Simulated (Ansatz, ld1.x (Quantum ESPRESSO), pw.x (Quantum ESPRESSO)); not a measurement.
# Nb: one change to the TM potential, in the atom and in the sc crystal

ld1.x (Quantum ESPRESSO) 7.5 input, shortened:

```
&input
   title='Nb', zed=41., rel=1, dft='PBE', iswitch=3,
   config='[Kr] 4d4 5s0 5p1'
 /
 &inputp
   pseudotype=2, tm=.true., lloc=0,
   nlcc=.true., new_core_ps=.true., rcore=1.95
 /
3
5P  2  1   1.00   0.00  4.20  4.20  0.0
4D  3  2   4.00   0.00  2.40  2.40  0.0
5S  1  0   0.00   0.00  3.25  3.25  0.0
 &test
   configts(1)='4d4 5s0 5p1'
 /
```

Change: wave 5s (bound): rc 3.25 bohr becomes 5s (bound): rc 4.48 bohr.

Cutoffs, loose and tight: the cutoffs (Ry, on a coarse ladder) from which the occupation-weighted sum of valence levels, in a spherical-Bessel basis at the reference potential, stays within 10 and 1 mRy of its value at 400 Ry. They do not see the model core or the augmentation charge, which bear on the density cutoff. Test errors are all-electron minus pseudo excitation energies from the reference, over the configurations 4d4 5s1 5p0; 4d4 5s0 5p0; 4d3 5s0 5p0; 4d3 5s1 5p1; 4d2 5s0 5p0; 4d4 5s0.5 5p0; 4d5 5s0 5p0; variants that change the core or the reference have their own tests.

Crystal test: sc Nb in pw.x 7.5, no spin, 12³ k-points, Fermi–Dirac smearing 0.01 Ry, cutoffs set for each file from its atomic test. The reference is all-electron LAPW (Ansatz 0.2.0) with the same functional, mesh and smearing; V0 and B0 come from Birch–Murnaghan fits to the pressures at five volumes. Errors are pseudo minus all-electron; Δ is the rms difference of the E(V) curves that follow from these fits, minima aligned, over ±6 % about the mean V0. Mesh and smearing are coarse, so the numbers serve the comparison and aren't converged zero-temperature values; the lattice is a test structure that the element need not adopt.

All-electron: a0 = 2.721 Å (V0 = 20.15 Å³/atom), B0 = 130.8 GPa.

Question: Does the change bring the crystal closer to the all-electron result?

Answer: The mean pressure error goes from +5.76 to -26.25 GPa, so the change moves the solid further from the all-electron pressures. Neither pressure curve crosses zero within the volumes sampled, so no fits are given.

| quantity | base | changed |
| --- | --- | --- |
| outcome (atom) | generated | generated |
| cutoff, loose (atom) | 30 Ry | 30 Ry |
| cutoff, tight (atom) | 35 Ry | 35 Ry |
| bound ghosts (atom) | none | none |
| largest test error (meV) (atom) | -607 | -636 over the solved tests; 1 of 7 tests not solved or not reliable |
| cutoffs in pw.x (Ry) | 50/200 | 50/200 |
| mean pressure error (GPa) | +5.76 | -26.25 |

Base: The largest radius (4.20 bohr) exceeds half the bond length (2.56 bohr), so the spheres overlap, which is one possible source of error among others. This is a poor potential for the solid. Changed file: The largest radius (4.48 bohr) exceeds half the bond length (2.56 bohr), so the spheres overlap, which is one possible source of error among others. This is a poor potential for the solid. Atomic configuration tests: 1 of 7 tests not solved or not reliable. The atomic cutoffs weigh occupied waves only.
